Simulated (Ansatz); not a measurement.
Zone-centre phonons of MoP at 30 GPa: input and output

These are results of DFT PBE, scalar-relativistic, plane waves, PAW in Ansatz 0.2.0, not measurements.

Launched with:
```bash
ansatz run input.yaml --threads 1 --pin off --max-ram 3072MiB --backend cpu --events-out ev --progress --plain --runs-dir out
```

Input (bare energies are in eV):
```yaml
crystal:
  lattice:
    - [3.101717915, 0.0, 0.0]
    - [-1.5508589575, 2.6861665097, 0.0]
    - [0.0, 0.0, 3.1278828324]
  atoms:
    - { symbol: Mo, position: [0.0, 0.0, 0.0] }
    - { symbol: P, position: [0.3333333333, 0.6666666667, 0.5] }
basis:
  ecutwfc: 420
kpoints:
  mp_grid: { grid: [18, 18, 14] }
hamiltonian:
  xc: pbe
scf:
  occupations: { method: fermi_dirac, width: 0.15 }
output:
  eigenvalues: true
phonons:
  method: dfpt
  eigenvectors: true
```

The end of the output:
```
--- Phonons (Γ-DFPT): 4 representative perturbations + reference, on 728 of 4536 k-points (Σ response iterations 12) ---
  k mesh reduced under 4 symmetry operations, with k and −k counted as one. Each operation leaves every solved displacement unchanged or reverses it
  ASR residual: 1.049e-3 → 0.000e0 eV/Å²; symmetrization residual: 4.224e-6 eV/Å²
  ASR residual per site (eV/Å²): 1.05e-3 2.77e-5
  Γ frequencies (cm⁻¹): 0.00 0.00 0.00 456.58 456.58 478.11
  non-analytic LO–TO correction: not included (Born effective charges unavailable; polar crystals: no LO–TO splitting at Γ)
```

It took 84 s on 1 thread of AMD EPYC 7R43 64-Core Processor (Zen 3), with other jobs on the host, peak memory 1.1 GiB.

In a metal, frequencies and elastic constants depend on the k mesh and the smearing, soft modes and shear constants most. Other phases may be more stable at this pressure.